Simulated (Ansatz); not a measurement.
A run of Ansatz 0.2.0 is set up as follows.

Contents of input.yaml:

```yaml
crystal:
  lattice:
    - [3.1967, 0.0, 0.0]
    - [-1.59835, 2.7684234083, 0.0]
    - [0.0, 0.0, 5.0578]
  atoms:
    - { symbol: Hf, position: [0.6666666667, 0.3333333333, 0.75] }
    - { symbol: Hf, position: [0.3333333333, 0.6666666667, 0.25] }
hamiltonian:
  xc: pbesol
  pseudopotentials: { kind: paw }
kpoints:
  mp_grid: { grid: [10, 10, 5] }
scf:
  occupations: { method: fermi_dirac, width: 0.05 }
output:
  forces: true
  stress: true
  eigenvalues: true
relax:
  f_tol: 0.01
  max_steps: 40
  cell: { stress_tol: 0.05, p_target: 5.0 }
```

Potentials or basis: Ansatz PAW.

Run with:

```bash
$ ansatz run input.yaml --threads 2 --pin off --max-ram 5632MiB --backend cpu --events-out ev --progress --plain --runs-dir out
```

**Question.** Predict the space group after relaxing (to 0.05 Å).

**Answer.** P6_3/mmc (No. 194).

**Question.** Estimate the relaxed cell.

**Answer.** a = 3.115 Å, b = 3.115 Å, c = 4.929 Å, α = 90.00°, β = 90.00°, γ = 120.00°.

**Question.** Estimate the band gap on the k mesh.

**Answer.** None (metal or under the smearing width).

The path:
```tsv
step	energy change (eV)	largest force (eV/Å)	volume (Å³)
1	0.0000	0.0000	44.76
2	0.1738	0.0000	38.65
3	-0.0028	0.0000	41.68
4	0.0043	0.0000	41.43
5	0.0050	0.0000	41.41
6	0.0059	0.0000	41.41
```

Caveat: the plane-wave basis is chosen anew once the cell has moved, so the energies of steps on either side of that aren't comparable; the PAW data sets come from PBE, with cores solved anew for the run's functional, which leaves a small shift of forces and pressure. Spin-orbit coupling is left out, which matters for the levels of Hf.
